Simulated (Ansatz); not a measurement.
Set up this calculation in Ansatz 0.2.0, as the native input.

```yaml
Task: band structure
Functional: RPBE
Potentials_or_basis: Ansatz PAW
Cutoff: "420 eV (not typed: the program's choice for these potentials)"
k_mesh: 10 × 10 × 10
Occupations: fermi-dirac, width 0.05 eV
Spin: no spin polarisation
Path: "[[\"G\", \"H\", \"N\", \"G\", \"P\", \"H\"], [\"P\", \"N\"]]"
Points_for_each_segment_of_the_path: 14
```

The system is Sb.

```
Sb
1.0
    -1.87134    1.87134    1.87134
     1.87134   -1.87134    1.87134
     1.87134    1.87134   -1.87134
Sb
1
Direct
  0.00000 0.00000 0.00000
```

This isn't the form of Sb at room conditions, which is rhombohedral.

These files were run (other wordings do the same):

input.yaml

```yaml
crystal:
  lattice:
    - [-1.8713408863, 1.8713408863, 1.8713408863]
    - [1.8713408863, -1.8713408863, 1.8713408863]
    - [1.8713408863, 1.8713408863, -1.8713408863]
  atoms:
    - { symbol: Sb, position: [0.0, 0.0, 0.0] }
hamiltonian:
  xc: rpbe
  pseudopotentials: { kind: paw }
kpoints:
  mp_grid: { grid: [10, 10, 10] }
  band_path:
    path:
      - [[0.0, 0.0, 0.0], [0.5, -0.5, 0.5], [0.0, 0.0, 0.5], [0.0, 0.0, 0.0], [0.25, 0.25, 0.25], [0.5, -0.5, 0.5]]
      - [[0.25, 0.25, 0.25], [0.0, 0.0, 0.5]]
    npoints: 14
scf:
  occupations: { method: fermi_dirac, width: 0.05 }
  n_extra_bands: 6
output:
  forces: true
  stress: true
  eigenvalues: true
  fatbands: false
```

Potentials or basis: Ansatz PAW.

The run is started by

```bash
$ ansatz run input.yaml --threads 2 --pin off --max-ram 5632MiB --backend cpu --events-out ev --progress --plain --runs-dir out
```

Results of the run:

The pressure is 4.6 GPa and the band gap on the k mesh is none (metal or under the smearing width).

Caveat: spin-orbit coupling is left out, which moves the levels of the heavy elements; the PAW data sets come from PBE, with cores solved anew for the run's functional, which leaves a small shift of forces and pressure.

Run time: 1 s on 2 threads of AMD EPYC 7R32 (Zen 2) (shared host), peak memory 0.34 GiB.
